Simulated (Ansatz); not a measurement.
Crystal: As.

```
CELL_PARAMETERS angstrom
1.82500 -5.50000 0.00000
1.82500 5.50000 0.00000
0.00000 0.00000 4.47000
ATOMIC_POSITIONS crystal
As 0.39000 0.61000 0.56000
As 0.89000 0.11000 0.94000
As 0.61000 0.39000 0.44000
As 0.11000 0.89000 0.06000
```

This isn't the form of As at room conditions, which is rhombohedral.

| Quantity | Value |
| --- | --- |
| Program | Ansatz 0.2.0 |
| Task | single point |
| Functional | PBEsol |
| Potentials or basis | Ansatz PAW |
| Cutoff | 420 eV (not typed: the program's choice for these potentials) |
| k mesh | 8 × 8 × 6 |
| Occupations | fermi-dirac, width 0.05 eV |
| Spin | no spin polarisation |

On this cell: pressure -0.3 GPa; largest force 0.112 eV/Å; band gap on the k mesh none (metal or under the smearing width).

The same run follows on a disturbed copy (atoms moved at random, drawn with an rms of 0.05 Å):

```
As
1.0
     1.82500   -5.50000    0.00000
     1.82500    5.50000    0.00000
     0.00000    0.00000    4.47000
As
4
Direct
  0.37537 0.60335 0.55866
  0.88654 0.10528 0.93966
  0.61829 0.39250 0.43957
  0.11427 0.89248 0.05694
```

Q: What changes?

A: The energy (extrapolated to zero smearing) moves by +4.9 meV/atom; pressure -1.2 GPa; largest force 0.446 eV/Å; band gap on the k mesh none (metal or under the smearing width).

Forces on the atoms (eV/Å):
```
As   0.187 -0.385  0.126
As  -0.097  0.075 -0.096
As  -0.086  0.387 -0.193
As  -0.004 -0.076  0.163
```

Stress tensor (GPa, compression positive):
```
 0.08  0.45 -0.47
 0.45 -1.90  0.13
-0.47  0.13 -1.87
```

Caveats: the PAW data sets come from PBE, with cores solved anew for the run's functional, which leaves a small shift of forces and pressure.
